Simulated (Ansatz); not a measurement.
BeSe (started from an entry of an open crystallographic database): a single-point calculation in the plane-wave code Ansatz (r2SCAN). The geometry is the r2SCAN minimum.

input.yaml:
```yaml
crystal:
  lattice:
    - [0.0, 2.5810355896, 2.5810355896]
    - [2.5810355896, 0.0, 2.5810355896]
    - [2.5810355896, 2.5810355896, 0.0]
  atoms:
    - { symbol: Be, position: [0.0, 0.0, 0.0] }
    - { symbol: Se, position: [0.25, 0.25, 0.25] }
kpoints:
  mp_grid: { grid: [8, 8, 8] }
  band_path:
    path:
      - [0.0, 0.0, 0.0]
      - [-0.5, -0.5, 0.0]
      - [-0.375, -0.375, 0.25]
      - [-0.375, 0.0, 0.375]
      - [0.0, 0.0, 0.5]
      - [-0.5, -0.25, 0.25]
      - [0.0, 0.5, 0.5]
    npoints: 1
hamiltonian:
  xc: r2scan
scf:
  occupations: { method: fixed }
  n_extra_bands: 4
output:
  forces: true
  stress: true
  eigenvalues: true
```

Command: `ansatz run input.yaml --threads 2 --pin off --max-ram 2211MiB --backend cpu --events-out ev --progress --plain --runs-dir out`.

Question: It took 2.3 s on 2 threads of Arm Neoverse V1, with other jobs on the host, load about 0.3 per core. What peak of host memory did it reach?

Answer: About 0.37 GiB.

Question: Predict the output.

Answer: The output, standing remarks left out:
```
scf.n_extra_bands = 4 over 9 filled bands (N_el = 18.0): the run solves 13 bands
Pseudopotential: Be, paw, valence charge 2, recommended cutoff 500 eV (meta_gga)
Pseudopotential: Se, paw, valence charge 16, recommended cutoff 500 eV (meta_gga)
Functional definition: r2SCAN
Crystal: 2 atoms, lattice volume = 34.388 Å³
Basis set: ecut = 500 eV, 893 PW (Γ)
Symmetry: 24 space group operations
Space group: F-43m (ITA 216)
k-points: 29 of 512 (time reversal used)
SCF iter   1: HF=-5573.288881 eV  Δρ=5.22e-3  dr2=1.42e-2
SCF iter   2: HF=-5573.339805 eV  Δρ=2.18e-3  dr2=1.28e-3
SCF iter   3: HF=-5573.340329 eV  Δρ=8.58e-4  dr2=1.73e-4
SCF iter   4: HF=-5573.340400 eV  Δρ=1.38e-4  dr2=4.04e-6
SCF iter   5: HF=-5573.340401 eV  Δρ=2.21e-5  dr2=1.55e-7
SCF iter   6: HF=-5573.340401 eV  Δρ=3.02e-6  dr2=2.72e-9
SCF 1 converged in 6 iterations: F = -5573.340401 eV  dr2 = 2.72e-9
SCF converged after 6 iterations
Free energy (F): -5573.340401 eV
Fermi energy:    6.596776 eV
--- Per-component energies (eV) ---
  E_band       = -398.228158
  E_kinetic    = 139.261558
  E_local      = -2533.671115
  E_nonlocal   = -591.908558
  E_hartree    = 1251.922230
  E_xc         = -117.568272
  E_vxc        = -128.381906
  E_paw        = -1985.377992
  E_vpaw       = 206.611363
  E_vtau       = 6.014394
  E_ewald      = -1734.221242
  E_core_change = -1.776797
--- Stress (GPa, compression-positive) ---
        0.000844       0.000000       0.000000
        0.000000       0.000844       0.000000
        0.000000       0.000000       0.000844
  P = ⅓ Tr σ = 0.0008 GPa (0.008 kbar)
--- Band table (eV; the first three rows and the last of 29) ---
  k-point 0: bands = […, -40.7770, -40.7770, -7.6658, 6.5968, 6.5968, 6.5968, 11.6330, 12.1942, 12.1942, 12.1942]
  k-point 1: bands = […, -40.7770, -40.7770, -7.5067, 5.3004, 6.3891, 6.3891, 11.8041, 12.5509, 12.5509, 13.3448]
  k-point 2: bands = […, -40.7769, -40.7769, -7.0741, 3.1703, 5.9745, 5.9745, 11.6811, 13.1083, 13.1083, 15.6212]
  k-point 28: bands = […, -40.7772, -40.7766, -5.7603, 2.0863, 2.7548, 3.3021, 13.2215, 14.5083, 14.6378, 15.1892]
```
The trailing digits, and the zero of the energies, depend on the potentials and thresholds.

The rows of the band table are 0: (0, 0, 0) = Γ, 1: (0, 0, 1/8), 2: (0, 0, 1/4), 28: (1/4, -1/2, -1/4) = W.

Levels at the listed points, from bands.tsv (eV from the Fermi energy, bands near the gap, counted from 0):
```tsv
# k_distance	band_4	band_5	band_6	band_7	band_8	band_9	band_10	band_11	band_12
# fermi_ev = 6.596776
# [0, 0, 0] at k_distance = 0.000000
# [-0.5, -0.5, 0] at k_distance = 1.217183
# [-0.375, -0.375, 0.25] at k_distance = 1.647522
# [-0.375, 0, 0.375] at k_distance = 2.392892
# [0, 0, 0.5] at k_distance = 3.138261
# [-0.5, -0.25, 0.25] at k_distance = 3.998939
# [0, 0.5, 0.5] at k_distance = 5.359791
# levels_relative_to = fermi_ev
0.000	-47.374	-14.263	0.000	0.000	0.000	5.036	5.597	5.597	5.597
1.217	-47.373	-12.391	-5.187	-2.682	-2.682	3.125	4.677	12.690	12.690
1.648	-47.373	-12.411	-4.755	-4.048	-2.235	4.263	7.400	10.501	10.938
2.393	-47.373	-12.411	-4.755	-4.048	-2.235	4.263	7.400	10.501	10.938
3.138	-47.374	-12.872	-5.800	-1.080	-1.080	4.904	6.553	6.553	10.776
3.999	-47.373	-12.357	-4.510	-3.842	-3.295	6.625	7.912	8.041	8.592
5.360	-47.373	-12.391	-5.187	-2.682	-2.682	3.125	4.677	12.690	12.690
```
In order the rows are Γ, X, U, K, L, W, X.

With r2SCAN the valence top lies at Γ and the conduction bottom at X, 3.12 eV higher; the smallest vertical gap, at Γ, is 5.04 eV. The gap is the least over the mesh and the extra points. The mean stress is close to zero (0.00 GPa).

No spin polarisation and no zero-point or thermal motion.

Spin-orbit coupling is left out.
